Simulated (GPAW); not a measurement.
AlCu3 in GPAW: the effect of target pressure

The system is AlCu3.

```
CELL_PARAMETERS angstrom
0.00000 2.88801 2.88801
2.88801 0.00000 2.88801
2.88801 2.88801 0.00000
ATOMIC_POSITIONS crystal
Cu 0.75000 0.75000 0.75000
Cu 0.25000 0.25000 0.25000
Cu 0.50000 0.50000 0.50000
Al 0.00000 0.00000 0.00000
```

The cell comes from a database or a generator and needn't be the stable form of this composition.

Alike in all runs:

| Property | Result |
| --- | --- |
| Program | GPAW 26.7.0 |
| Task | relaxation of cell and atoms |
| Functional | PBEsol |
| Potentials or basis | PAW data sets generated in the run's folder for this functional |
| Cutoff | 600 eV |
| Basis | pw |
| k mesh | 8 × 8 × 8 |
| Occupations | fermi-dirac, width 0.05 eV |
| Spin | no spin polarisation |

Each run relaxes the cell or the atoms first.

```tsv
target pressure	target pressure	relaxed volume (Å³/atom)
0 GPa	-	12.10
2 GPa	2 GPa	?
5 GPa	5 GPa	11.72
10 GPa	10 GPa	11.42
20 GPa	20 GPa	10.91
30 GPa	30 GPa	10.49
```

Q: What does the run with target pressure 2 GPa give?

A: Relaxed volume 11.94 Å³/atom.

Worked out: In Murnaghan's law V^(-B') rises as a straight line in P. The other rows fit best with B' = 4.6, V0 = 12.10 Å³/atom and B0 = 149 GPa, which gives 11.94 Å³/atom at 2 GPa, against the run's 11.94.

Caveats: with this Cu data set, volumes or pressures lay over 1.5 % or 2 GPa off other programs in two to four cells of ten; later steps reuse the first step's grids.
